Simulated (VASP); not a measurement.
# Al (Im-3m) in VASP: notebook

The runs below take Al through single point, with PBEsol.

Program: VASP 6.6.1. These are calculated values, not measurements. Logs are shortened: lines on timing, memory, paths and dates and some standing lists are left out, and cuts for length are marked.

### Step 1. The crystal as given

Symmetry: Im-3m, No. 229, cubic system. The conventional cell has a = 3.182 Å, b = 3.182 Å, c = 3.182 Å, α = 90.00°, β = 90.00°, γ = 90.00°. Around Al (site symmetry m-3m) lie 8 Al at 2.76 Å.

This isn't the form of Al at room conditions, which is fcc.

### Step 2. Single point, PBEsol

INCAR

```
ADDGRID = F
ALGO = Normal
EDIFF = 1E-5
ENCUT = 400
GGA = PS
ISIF = 2
ISMEAR = 1
LASPH = T
LCHARG = F
LREAL = F
LWAVE = F
NELM = 100
PREC = Accurate
SIGMA = 0.15
```

KPOINTS

```
k-points
0
Gamma
  10 10 10
```

POSCAR

```
Al
1.0
   -1.5505220000      1.6151010000      1.5901740000
    1.5972310000     -1.6159030000      1.6376860000
    1.5218560000      1.5872370000     -1.5909760000
Al
1
Direct
   -0.0427450000     -0.0166940000     -0.0578530000
```

Potentials or basis: VASP PAW PBE potentials, release 64 (Al).

Started as:

```
cat potpaw_PBE.64/Al/POTCAR > POTCAR
mpirun -np 1 vasp_std > vasp.out
```

OUTCAR:

```text
EDIFF = 1E-5
   ENCUT = 400
   GGA = PS
   ISIF = 2
   ISMEAR = 1
   LASPH = T
   LREAL = F
   NELM = 100
   PREC = Accurate

 Found    504 irreducible k-points:

 Following reciprocal coordinates:
            Coordinates               Weight
  0.000000  0.000000  0.000000      1.000000
  0.100000 -0.000000  0.000000      2.000000
  0.200000 -0.000000  0.000000      2.000000
  0.300000 -0.000000  0.000000      2.000000
  0.400000 -0.000000  0.000000      2.000000
  0.500000  0.000000 -0.000000      1.000000
   k-points           NKPTS =    504   k-points in BZ     NKDIM =    504   number of bands    NBANDS=      5
   number of dos      NEDOS =    301   number of ions     NIONS =      1
   total plane-waves  NPLWV =   5832
   dimension x,y,z NGX =    18 NGY =   18 NGZ =   18
   dimension x,y,z NGXF=    36 NGYF=   36 NGZF=   36
   ions per type =               1
   NGX,Y,Z   is equivalent  to a cutoff of  10.90, 10.68, 11.03 a.u.
   NGXF,Y,Z  is equivalent  to a cutoff of  21.79, 21.37, 22.05 a.u.
 SYSTEM =  unknown system
   PREC   = accura    normal or accurate (medium, high low for compatibility)
   ISTART =      0    job   : 0-new  1-cont  2-samecut
   ICHARG =      2    charge: 1-file 2-atom 10-const
   ISPIN  =      1    spin polarized calculation?
   LNONCOLLINEAR =      F non collinear calculations
   LSORBIT =      F    spin-orbit coupling
   LASPH  =      T    aspherical Exc in radial PAW
   ENCUT  =  400.0 eV  29.40 Ry    5.42 a.u.   4.48  4.57  4.43*2*pi/ulx,y,z
   NELM   =    100;   NELMIN=  2; NELMDL= -5     # of ELM steps
   EDIFF  = 0.1E-04   stopping-criterion for ELM
   LREAL  =      F    real-space projection
   EDIFFG = 0.1E-03   stopping-criterion for IOM
   NSW    =      0    number of steps for IOM
   IBRION =     -1    ionic relax: 0-MD 1-quasi-New 2-CG
   NFREE  =      0    steps in history (QN), initial steepest desc. (CG)
   ISIF   =      2    stress and relaxation
   ISYM   =      2    0-nonsym 1-usesym 2-fastsym
   POTIM  = 0.5000    time-step for ionic-motion
   TEBEG  =    0.0;   TEEND  =   0.0 temperature during run
   PSTRESS=    0.0 pullay stress
   NELECT =       3.0000    total number of electrons
   NUPDOWN=      -1.0000    fix difference up-down
   EMIN   =  10.00;   EMAX   =-10.00  energy-range for DOS
   EFERMI =   0.00;   METHOD = LEGACY
   ISMEAR =     1;   SIGMA  =   0.15  broadening in eV -4-tet -1-fermi 0-gaus
   EFERMI_NEDOS =   21; number of points for ismear=-14 and -15
   IALGO  =     38    algorithm
   IMIX   =      4    mixing-type and parameters
     AMIX     =   0.40;   BMIX     =  1.00
     AMIX_MAG =   1.60;   BMIX_MAG =  1.00
  volume/ion in A,a.u.               =      16.12       108.75
  Fermi-wavevector in a.u.,A,eV,Ry     =   0.934757  1.766435 11.888373  0.873771
  Thomas-Fermi vector in A             =   2.061595
   LORBIT       =      0    0 simple, 1 ext, 2 COOP (PROOUT), +10 PAW based schemes
   GGA     = PS    functional components
   LHFCALC =     F    Hartree Fock is set to
   AEXX    =    0.0000 exact exchange contribution
   IVDW    =     0    specifies the selected vdW correction
   LEPSILON=     F    determine dielectric tensor
   LRPA    =     F    only Hartree local field effects (RPA)
 non-spin polarized calculation
 Methfessel and Paxton  Order N= 1 SIGMA  =   0.15
  energy-cutoff  :      400.00
  volume of cell :       16.12
 maximum number of plane-waves:       311
 NGX is ok and might be reduce to    18
   NGX =  9   NGY =  9   NGZ =  9

 number of electron       3.0000000 magnetization

 Free energy of the ion-electron system (eV)
  ---------------------------------------------------
  ext. energy  EPLUGINS =         0.00000000
  ---------------------------------------------------
  free energy    TOTEN  =        -3.99615272 eV

  energy without entropy =       -3.99628931  energy(sigma->0) =       -3.99619825

 E-fermi :   8.1973     XC(G=0): -10.3459

 val. band max:        8.1907331820   @ k =   0.5000   0.2000   0.3000
 cond. band min:       8.2032070316   @ k =   0.0000   0.2000   0.5000
 fundamental gap:      0.0124738496
 Fermi energy:         8.1972727204

 k-point     1 :       0.0000    0.0000    0.0000
  band No.  band energies     occupation
      1      -3.0916      2.00000
      2      21.0475      0.00000
      3      21.6467      0.00000
      4      21.9525      0.00000
      5      22.7737      0.00000

 k-point     2 :       0.1000   -0.0000    0.0000
  band No.  band energies     occupation
      1      -2.8053      2.00000
      2      18.3276      0.00000
      3      20.2524      0.00000
      4      20.8044      0.00000
      5      22.5375      0.00000

 k-point     3 :       0.2000   -0.0000    0.0000
  band No.  band energies     occupation
      1      -1.9498      2.00000
      2      14.2298      0.00000
      3      18.7182      0.00000
      4      19.2118      0.00000
      5      21.1911      0.00000

 k-point     4 :       0.3000   -0.0000    0.0000
  band No.  band energies     occupation
      1      -0.5356      2.00000
      2      10.3571     -0.00000
      3      17.6053      0.00000
      4      17.9307      0.00000
      5      20.0387      0.00000

 k-point     5 :       0.4000   -0.0000    0.0000
  band No.  band energies     occupation
      1       1.4197      2.00000
      2       6.9053      2.00000
      3      16.9417      0.00000
      4      17.1274      0.00000
      5      19.3229      0.00000

 k-point     6 :       0.5000    0.0000   -0.0000
  band No.  band energies     occupation
      1       3.6958      2.00000
      2       4.1282      2.00000
      3      16.7244      0.00000
      4      16.8522      0.00000
      5      19.0822      0.00000

 [... further k-points ...]

------------------------ aborting loop because EDIFF is reached ----------------------------------------

  FORCE on cell =-STRESS in cart. coord.  units (eV):
  Direction    XX          YY          ZZ          XY          YZ          ZX
  --------------------------------------------------------------------------------------
  -------------------------------------------------------------------------------------
  Total        0.3416401      0.2286143      0.2836277      0.1639402      0.0006372     -0.2742631
  in kB       33.9648674     22.7281730     28.1974427     16.2984632      0.0633475    -27.2664463
  external PRESSURE =      28.2968277 kB  Pullay stress =       0.0000000 kB

 VOLUME and BASIS-vectors are now :
 -----------------------------------------------------------------------------
  energy-cutoff  :      400.00
  volume of cell :       16.12
      direct lattice vectors                 reciprocal lattice vectors
    -1.550522000  1.615101000  1.590174000    -0.001770503  0.312333611  0.309906003
     1.597231000 -1.615903000  1.637686000     0.316062363  0.002905701  0.305229896
     1.521856000  1.587237000 -1.590976000     0.323572133  0.315167177 -0.004603969

 POSITION                                       TOTAL-FORCE (eV/Angst)
 -----------------------------------------------------------------------------------
      1.52013      1.45255      1.63362         0.000000      0.000000     -0.000000
 -----------------------------------------------------------------------------------
    total drift:                                0.000001      0.000001      0.000002

  FREE ENERGIE OF THE ION-ELECTRON SYSTEM (eV)
  ---------------------------------------------------
  free  energy   TOTEN  =        -3.9961527198 eV

  energy  without entropy=       -3.9962893070  energy(sigma->0) =       -3.99619825
```

Wall time 20 s (1 thread of Intel Xeon Platinum 8375C at 2.90GHz (Ice Lake), shared host); peak memory 0.13 GiB.

The run converged, but some of its settings lie outside the range that counts as converged, so its numbers aren't taken as properties of the crystal.

What came out:

| Property | Result |
| --- | --- |
| Free energy | -3.9962 eV |
| Pressure | 2.8 GPa |
| Band gap on the k mesh | none (metal or under the smearing width) |

Caveat: the PAW data sets were made with another functional, which shifts forces and pressure a little.

### Step 3. Single point, PBEsol

Changes to INCAR since step 2:

```diff
@@ -2,3 +2,3 @@
 ALGO = Normal
-EDIFF = 1E-5
+EDIFF = 1E-6
 ENCUT = 400
```

KPOINTS is that of step 2.

POSCAR

```
Al
1.0
   -1.5912186900      1.5912186900      1.5912186900
    1.5912186900     -1.5912186900      1.5912186900
    1.5912186900      1.5912186900     -1.5912186900
Al
1
Direct
    0.0000000000      0.0000000000      0.0000000000
```

Potentials or basis: VASP PAW PBE potentials, release 64 (Al).

Started as:

```
cat potpaw_PBE.64/Al/POTCAR > POTCAR
mpirun -np 1 vasp_std > vasp.out
```

Run time: 6.4 s. Hardware: 1 thread of Intel Xeon Platinum 8375C at 2.90GHz (Ice Lake), shared host; peak memory 0.11 GiB.

These settings aren't checked as converged: the numbers below hold their error.

Results:

```yaml
Free_energy: -4.0039 eV
Pressure: 2.8 GPa
Band_gap_on_the_k_mesh: none (metal or under the smearing width)
```

Caveat: the PAW data sets were made with another functional, which shifts forces and pressure a little.

### Step 4. The reference run

An earlier run on the cell as given: functional PBEsol; potentials or basis VASP PAW PBE potentials, release 64 (Al); cutoff 520 eV; k mesh 12 × 12 × 12; occupations fermi-dirac, width 0.05 eV; no spin polarisation.

- Pressure: 2.3 GPa
- Band gap on the k mesh: none (metal or under the smearing width)
